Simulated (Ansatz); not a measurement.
Runs of Ansatz 0.2.0 on PbS (Galena). The structure is cubic, space group Fm-3m (No. 225). Conventional cell: a = 5.931 Å, b = 5.931 Å, c = 5.931 Å, α = 90.00°, β = 90.00°, γ = 90.00°. Pb (site symmetry m-3m) is surrounded by 6 S at 2.97 Å. Around S (site symmetry m-3m) lie 6 Pb at 2.97 Å. 

```tsv
potentials or basis	spin	k mesh	cutoff (eV)	basis error allowed	gap on the mesh (eV)	pressure (GPa)
all-electron LAPW, non-relativistic	off	8 × 8 × 8	178	0.001 eV/atom	(b)	0.3
all-electron LAPW, scalar-relativistic	off	6 × 6 × 6	178	0.001 eV/atom	0.25	-0.9
all-electron LAPW, inner shells corrected to Dirac's equation	off	8 × 8 × 8	178	0.001 eV/atom	0.25	-0.8
all-electron PAW datasets made for the crystal	off	8 × 8 × 8	260	-	0.25	-0.9
all-electron LAPW, scalar-relativistic	off	8 × 8 × 8	178	0.001 eV/atom	0.25	-0.9
all-electron LAPW, relativistic spinors	SOC, no magnetisation	6 × 6 × 6	178	0.001 eV/atom	(a)	-1.6
```

Alike in all rows: task band structure; level PBEsol; cell as given; smearing fermi-dirac 0.05 eV.

**Question.** Fill in the values left out.

**Answer.** (a) 0.17; (b) 0.23.

Caveats: spin-orbit coupling is left out, which as a rule narrows the gap of such compounds by several tenths of an eV (some runs); relativity is left out, which matters for the heavier elements (some runs).

A k mesh can miss the band edges, and rows without SOC leave out spin-orbit coupling on Pb.

The runs don't all hold the same shells in valence.
